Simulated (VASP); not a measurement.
Here is a VASP 6.6.1 calculation.

Contents of INCAR:

```
PREC = Accurate
ENCUT = 600
EDIFF = 1E-6
ISMEAR = 0
SIGMA = 0.03
LREAL = False
LASPH = True
NELM = 80
ALGO = Normal
ISIF = 3
LWAVE = False
LCHARG = False
GGA = PE
IVDW = 12
IBRION = 2
NSW = 90
EDIFFG = -0.01
```

KPOINTS

```
Automatic mesh
0
Gamma
  12 12 12
```

File POSCAR:

```
Sn
1.0
   -2.9196440750      2.9196440750      1.5938000000
    2.9196440750     -2.9196440750      1.5938000000
    2.9196440750      2.9196440750     -1.5938000000
Sn
2
Direct
    0.0000000000      0.0000000000      0.0000000000
    0.7500000000      0.2500000000      0.5000000000
```

Potentials or basis: VASP PAW PBE potentials, release 64 (Sn_d).

The run is started by

```sh
$ cat potpaw_PBE.64/Sn_d/POTCAR > POTCAR
$ mpirun -np 1 vasp_std > vasp.out
```

Problem. Estimate the dispersion energy per atom.

Solution. -0.389 eV.

Problem. Predict the relaxed volume.

Solution. 27.19 Å³/atom.

Problem. What does it give for the relaxed cell?

Solution. a = 4.431 Å, b = 4.431 Å, c = 4.431 Å, α = 97.38°, β = 97.38°, γ = 137.99°.

Final structure:
```
CELL_PARAMETERS angstrom
-2.92520 2.92520 1.58860
2.92520 -2.92520 1.58860
2.92520 2.92520 -1.58860
ATOMIC_POSITIONS crystal
Sn 0.00000 0.00000 0.00000
Sn 0.75000 0.25000 0.50000
```

Caveat: pairwise dispersion overbinds metals, which lowers pressure and volume.
